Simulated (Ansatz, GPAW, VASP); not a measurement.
**One calculation of Pb, 3 ways**

```xyz
1
Lattice="0.0000 2.4750 2.4750 2.4750 0.0000 2.4750 2.4750 2.4750 0.0000" Properties=species:S:1:pos:R:3 pbc="T T T"
Pb    0.0000    0.0000    0.0000
```

Alike in all runs: task single point; functional PBE; k mesh 9 × 9 × 9; occupations gaussian, width 0.013 eV; no spin polarisation; no spin-orbit coupling. Pressure is positive in compression and, in plane waves, holds the error of the finite cutoff.

```csv
program and potentials,plane-wave cutoff (eV),notes,pressure (GPa)
"GPAW, GPAW PAW data sets (gpaw-data 1.2.1)",600,-,2.00
"VASP, PBE PAW files Pb_d, 520 eV",520,-,?
"Ansatz, all-electron LAPW, scalar-relativistic",-,-,2.26
```

Question: Estimate from the other rows what the run with VASP, PBE PAW files Pb_d, 520 eV gave.

Answer: Pressure 2.18 GPa. The other rows, which needn't bracket it: pressure 2.00 to 2.26.
